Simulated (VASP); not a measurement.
# Cd (Fm-3m) in VASP: further runs

Runs on Cd. Level: PBE. Tasks: single point.

All numbers are computed with VASP 6.6.1; they aren't measurements. Logs are shortened: lines on timing, memory, paths and dates and some standing lists are left out, and cuts for length are marked.

**1. The crystal as given**

Symmetry: Fm-3m, No. 225, cubic system. Conventional cell: a = 4.508 Å, b = 4.508 Å, c = 4.508 Å, α = 90.00°, β = 90.00°, γ = 90.00°. Around Cd (site symmetry m-3m) lie 12 Cd at 3.19 Å.

The cell was built by a generator and needn't be a form met in nature.

**2. Single point, PBE**

The input, INCAR:

```
PREC = Accurate ; ENCUT = 520
EDIFF = 1E-6 ; ISMEAR = 0
SIGMA = 0.05 ; LREAL = False
LASPH = True ; NELM = 80
ALGO = Fast ; ISIF = 2
LWAVE = False ; LCHARG = False
GGA = PE ; NBANDS = 12
```

The input, KPOINTS:

```
Automatic mesh
0
Gamma
  16 16 16
```

The input, POSCAR:

```
Cd
1.0
    0.0000000000      2.2540096829      2.2540096829
    2.2540096829      0.0000000000      2.2540096829
    2.2540096829      2.2540096829      0.0000000000
Cd
1
Direct
    0.0000000000      0.0000000000      0.0000000000
```

Potentials or basis: VASP PAW PBE potentials, release 64 (Cd).

Run with:

```bash
$ cat potpaw_PBE.64/Cd/POTCAR > POTCAR
$ mpirun -np 1 vasp_std > vasp.out
```

OUTCAR:

```text
PREC = Accurate
   ENCUT = 520
   EDIFF = 1E-6
   ISMEAR = 0
   LREAL = False
   LASPH = True
   NELM = 80
   ISIF = 2
   GGA = PE

 ion  position               nearest neighbor table
   1  0.000  0.000  0.000-

  LATTYP: Found a face centered cubic cell.
 ALAT       =     4.5080193658

  Lattice vectors:

 A1 = (   0.0000000000,   2.2540096829,   2.2540096829)
 A2 = (   2.2540096829,   0.0000000000,   2.2540096829)
 A3 = (   2.2540096829,   2.2540096829,   0.0000000000)

Analysis of symmetry for initial positions (statically):
=====================================================================
 Subroutine PRICEL returns:
 Original cell was already a primitive cell.

 Routine SETGRP: Setting up the symmetry group for a
 face centered cubic supercell.

 Subroutine GETGRP returns: Found 48 space group operations
 (whereof 48 operations were pure point group operations)
 out of a pool of 48 trial point group operations.

The static configuration has the point symmetry O_h .

Analysis of symmetry for dynamics (positions and initial velocities):
=====================================================================
 Subroutine PRICEL returns:
 Original cell was already a primitive cell.

 Routine SETGRP: Setting up the symmetry group for a
 face centered cubic supercell.

 Subroutine GETGRP returns: Found 48 space group operations
 (whereof 48 operations were pure point group operations)
 out of a pool of 48 trial point group operations.

The dynamic configuration has the point symmetry O_h .

 Subroutine INISYM returns: Found 48 space group operations
 (whereof 48 operations are pure point group operations),
 and found     1 'primitive' translations

----------------------------------------------------------------------------------------

                                     Primitive cell

  volume of cell :      22.9033

  direct lattice vectors                    reciprocal lattice vectors
     0.000000000  2.254009683  2.254009683    -0.221826909  0.221826909  0.221826909
     2.254009683  0.000000000  2.254009683     0.221826909 -0.221826909  0.221826909
     2.254009683  2.254009683  0.000000000     0.221826909  0.221826909 -0.221826909

  length of vectors
     3.187651063  3.187651063  3.187651063     0.384215476  0.384215476  0.384215476

  position of ions in fractional coordinates (direct lattice)
     0.000000000  0.000000000  0.000000000

  ion indices of the primitive-cell ions
   primitive index   ion index
                 1           1

----------------------------------------------------------------------------------------

 KPOINTS: Automatic mesh

Automatic generation of k-mesh.
 Grid dimensions read from file:
 generate k-points for:   16   16   16

 Generating k-lattice:

  Cartesian coordinates                     Fractional coordinates (reciprocal lattice)
    -0.013864182  0.013864182  0.013864182     0.062500000  0.000000000  0.000000000
     0.013864182 -0.013864182  0.013864182     0.000000000  0.062500000  0.000000000
     0.013864182  0.013864182 -0.013864182     0.000000000  0.000000000  0.062500000

  Length of vectors
     0.024013467  0.024013467  0.024013467

  Shift w.r.t. Gamma in fractional coordinates (k-lattice)
     0.000000000  0.000000000  0.000000000

 Subroutine IBZKPT returns following result:
 ===========================================

 Found    145 irreducible k-points:

 Following reciprocal coordinates:
            Coordinates               Weight
  0.000000  0.000000  0.000000      1.000000
  0.062500  0.000000  0.000000      8.000000
  0.125000  0.000000  0.000000      8.000000
  0.187500  0.000000  0.000000      8.000000
  0.250000  0.000000  0.000000      8.000000
  0.312500  0.000000  0.000000      8.000000
[... 16 lines left out ...]
 -0.125000  0.062500  0.000000     24.000000
 -0.062500  0.062500  0.000000     12.000000
 [... further k-points ...]
   k-points           NKPTS =    145   k-points in BZ     NKDIM =    145   number of bands    NBANDS=     12
   number of dos      NEDOS =    301   number of ions     NIONS =      1
   total plane-waves  NPLWV =  13824
   dimension x,y,z NGX =    24 NGY =   24 NGZ =   24
   dimension x,y,z NGXF=    48 NGYF=   48 NGZF=   48
   ions per type =               1
   NGX,Y,Z   is equivalent  to a cutoff of  12.52, 12.52, 12.52 a.u.
   NGXF,Y,Z  is equivalent  to a cutoff of  25.03, 25.03, 25.03 a.u.
 SYSTEM =  unknown system
   PREC   = accura    normal or accurate (medium, high low for compatibility)
   ISTART =      0    job   : 0-new  1-cont  2-samecut
   ICHARG =      2    charge: 1-file 2-atom 10-const
   ISPIN  =      1    spin polarized calculation?
   LNONCOLLINEAR =      F non collinear calculations
   LSORBIT =      F    spin-orbit coupling
   LASPH  =      T    aspherical Exc in radial PAW
   ENCUT  =  520.0 eV  38.22 Ry    6.18 a.u.   5.93  5.93  5.93*2*pi/ulx,y,z
   NELM   =     80;   NELMIN=  2; NELMDL= -5     # of ELM steps
   EDIFF  = 0.1E-05   stopping-criterion for ELM
   LREAL  =      F    real-space projection
   EDIFFG = 0.1E-04   stopping-criterion for IOM
   NSW    =      0    number of steps for IOM
   IBRION =     -1    ionic relax: 0-MD 1-quasi-New 2-CG
   NFREE  =      0    steps in history (QN), initial steepest desc. (CG)
   ISIF   =      2    stress and relaxation
   ISYM   =      2    0-nonsym 1-usesym 2-fastsym
   POTIM  = 0.5000    time-step for ionic-motion
   TEBEG  =    0.0;   TEEND  =   0.0 temperature during run
   PSTRESS=    0.0 pullay stress
   NELECT =      12.0000    total number of electrons
   NUPDOWN=      -1.0000    fix difference up-down
   EMIN   =  10.00;   EMAX   =-10.00  energy-range for DOS
   EFERMI =   0.00;   METHOD = LEGACY
   ISMEAR =     0;   SIGMA  =   0.05  broadening in eV -4-tet -1-fermi 0-gaus
   EFERMI_NEDOS =   21; number of points for ismear=-14 and -15
   IALGO  =     68    algorithm
   IMIX   =      4    mixing-type and parameters
     AMIX     =   0.40;   BMIX     =  1.00
     AMIX_MAG =   1.60;   BMIX_MAG =  1.00
  volume/ion in A,a.u.               =      22.90       154.56
  Fermi-wavevector in a.u.,A,eV,Ry     =   1.319784  2.494030 23.699027  1.741829
  Thomas-Fermi vector in A             =   2.449657
   LORBIT       =      0    0 simple, 1 ext, 2 COOP (PROOUT), +10 PAW based schemes
   GGA     = PE    functional components
   LHFCALC =     F    Hartree Fock is set to
   AEXX    =    0.0000 exact exchange contribution
   IVDW    =     0    specifies the selected vdW correction
   LEPSILON=     F    determine dielectric tensor
   LRPA    =     F    only Hartree local field effects (RPA)
 non-spin polarized calculation
 RMM-DIIS sequential band-by-band and
 Gauss-broadening in eV      SIGMA  =   0.05
  energy-cutoff  :      520.00
  volume of cell :       22.90
 maximum number of plane-waves:       636
   NGX = 11   NGY = 11   NGZ = 11

 number of electron      11.9999992 magnetization

 Free energy of the ion-electron system (eV)
  ---------------------------------------------------
  ext. energy  EPLUGINS =         0.00000000
  ---------------------------------------------------
  free energy    TOTEN  =        -0.73668059 eV

  energy without entropy =       -0.73590506  energy(sigma->0) =       -0.73629282

 E-fermi :   2.4805     XC(G=0): -10.7334

 val. band max:        2.4775595831   @ k =  -0.3750   0.1875   0.0625
 cond. band min:       2.4892820998   @ k =   0.4375   0.0000   0.0000
 fundamental gap:      0.0117225167
 Fermi energy:         2.4805036622

 k-point     1 :       0.0000    0.0000    0.0000
  band No.  band energies     occupation
      1      -6.5137      2.00000
      2      -6.5137      2.00000
      3      -6.5137      2.00000
      4      -6.1061      2.00000
      5      -6.1061      2.00000
      6      -5.9386      2.00000
      7      16.2218      0.00000
      8      16.9731      0.00000
      9      16.9731      0.00000
     10      16.9731      0.00000
     11      20.2731      0.00000
     12      20.2731      0.00000

 k-point     2 :       0.0625    0.0000    0.0000
  band No.  band energies     occupation
      1      -6.5229      2.00000
      2      -6.4988      2.00000
      3      -6.4988      2.00000
      4      -6.1096      2.00000
      5      -6.1096      2.00000
      6      -5.8404      2.00000
      7      15.4082      0.00000
      8      16.4228      0.00000
      9      16.8056      0.00000
     10      16.8056      0.00000
     11      20.5600      0.00000
     12      20.5617      0.00000

 k-point     3 :       0.1250    0.0000    0.0000
  band No.  band energies     occupation
      1      -6.5608      2.00000
      2      -6.4618      2.00000
      3      -6.4618      2.00000
      4      -6.1133      2.00000
      5      -6.1133      2.00000
      6      -5.5327      2.00000
      7      13.1644      0.00000
      8      16.3810      0.00000
      9      16.4212      0.00000
     10      16.4212      0.00000
     11      20.6780      0.00000
     12      21.2503      0.00000
[... 286 lines left out ...]
 k-point    23 :      -0.1250    0.0625    0.0000
  band No.  band energies     occupation
      1      -6.5748      2.00000
      2      -6.4450      2.00000
      3      -6.4371      2.00000
      4      -6.1524      2.00000
      5      -6.0931      2.00000
      6      -5.2798      2.00000
      7      12.4514      0.00000
      8      14.2316      0.00000
      9      17.0231      0.00000
     10      17.3835      0.00000
     11      19.7140      0.00000
     12      20.7760      0.00000

 k-point    24 :      -0.0625    0.0625    0.0000
  band No.  band energies     occupation
      1      -6.5377      2.00000
      2      -6.4793      2.00000
      3      -6.4743      2.00000
      4      -6.1324      2.00000
      5      -6.1020      2.00000
      6      -5.6676      2.00000
      7      14.7378      0.00000
      8      14.8251      0.00000
      9      16.8207      0.00000
     10      17.3053      0.00000
     11      20.3211      0.00000
     12      20.3806      0.00000

 [... further k-points ...]
[... 5 lines left out ...]
  --------------------------------------------------------------------------------------
  -------------------------------------------------------------------------------------
  Total        0.0412172      0.0412172      0.0412172      0.0000000      0.0000000     -0.0000000
  in kB        2.8833103      2.8833103      2.8833103      0.0000000      0.0000000     -0.0000000
  external PRESSURE =       2.8833103 kB  Pullay stress =       0.0000000 kB

 VOLUME and BASIS-vectors are now :
 -----------------------------------------------------------------------------
  energy-cutoff  :      520.00
  volume of cell :       22.90
      direct lattice vectors                 reciprocal lattice vectors
     0.000000000  2.254009683  2.254009683    -0.221826909  0.221826909  0.221826909
     2.254009683  0.000000000  2.254009683     0.221826909 -0.221826909  0.221826909
     2.254009683  2.254009683  0.000000000     0.221826909  0.221826909 -0.221826909

 POSITION                                       TOTAL-FORCE (eV/Angst)
 -----------------------------------------------------------------------------------
      0.00000      0.00000      0.00000         0.000000      0.000000      0.000000
 -----------------------------------------------------------------------------------
    total drift:                               -0.000000      0.000000      0.000000

  FREE ENERGIE OF THE ION-ELECTRON SYSTEM (eV)
  ---------------------------------------------------
  free  energy   TOTEN  =        -0.7366805859 eV

  energy  without entropy=       -0.7359050604  energy(sigma->0) =       -0.73629282
```

Run time: 16 s. Hardware: 1 thread of Intel Xeon Platinum 8488C (Sapphire Rapids), shared host; peak memory 0.16 GiB.

Results:

| Item | Value |
| --- | --- |
| Free energy | -0.7367 eV |
| Pressure | 0.3 GPa |
| Band gap on the k mesh | none (metal or under the smearing width) |

(Continued in part 2 of 2.)
